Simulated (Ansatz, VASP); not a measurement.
Two plane-wave programs on AlN

File INCAR:

```
PREC = Accurate ; ENCUT = 520
EDIFF = 1E-7 ; ISMEAR = 0
SIGMA = 0.05 ; LREAL = False
LASPH = True ; NELM = 80
ALGO = Normal ; ISIF = 2
LWAVE = False ; LCHARG = True
GGA = PS ; LELF = True
LVHAR = True ; NBANDS = 11
```

The input KPOINTS:

```
regular mesh
0
Gamma
  10 10 10
```

POSCAR

```
AlN
1.0
    0.0000000000      2.2396523787      2.1631588278
    2.1631588278      0.0000000000      2.1631588278
    2.1631588278      2.2396523787      0.0000000000
Al N
1 1
Direct
   -0.0022533278      0.0022533278      0.0022533278
    0.7543405620      0.7456594380      0.7456594380
```

Input for Ansatz:

```yaml
crystal:
  lattice:
    - [0.0, 2.2396523787, 2.1631588278]
    - [2.1631588278, 0.0, 2.1631588278]
    - [2.1631588278, 2.2396523787, 0.0]
  atoms:
    - { symbol: Al, position: [-0.0022533278, 0.0022533278, 0.0022533278] }
    - { symbol: "N", position: [0.754340562, 0.745659438, 0.745659438] }
basis:
  ecutwfc: 520.0
kpoints:
  mp_grid: { grid: [10, 10, 10] }
hamiltonian:
  xc: pbesol
  pseudopotentials: { kind: paw, azcp: { folder: soft_1 } }
scf:
  occupations: { method: gaussian, width: 0.05 }
output:
  forces: true
  stress: true
  eigenvalues: true
```

Change from the starting cell: mode 4 frozen in at -0.019 Å, strain +e along z and -e/2 along x and y +0.0233.

Alike in both runs: task single point; functional PBEsol; k mesh 10 × 10 × 10; occupations gaussian, width 0.05 eV; no spin polarisation.

```csv
,VASP,Ansatz
version,VASP 6.6.1,Ansatz 0.2.0
potentials or method,"VASP PAW PBE potentials, release 64 (Al, N)","scalar-relativistic, plane waves, PAW"
plane-wave cutoff (eV),520,520
valence electrons in the cell,8,8
```

VASP gave:

```
gap on the k mesh at the Fermi level (eV)       : 3.05
least direct gap on the mesh (eV)               : 3.99
pressure (GPa)                                  : 0.1
largest component of the traceless stress (GPa) : 3.29
rms of the force components (eV/Å)              : 0.232
```

What did Ansatz give for the same quantities?

gap on the k mesh at the Fermi level (eV): 3.06; least direct gap on the mesh (eV): 3.97; pressure (GPa): 0.1; largest component of the traceless stress (GPa): 3.28; rms of the force components (eV/Å): 0.231.

Atom by atom the forces differ by 0.002 eV/Å (rms over components). The functional is the same, so the differences come from potentials, cutoffs and numerics. Ansatz warned: «pseudo_functional_mismatch».

Caveats: the PAW data sets were made with another functional, which shifts forces and pressure a little (VASP). A k mesh can miss the band edges.
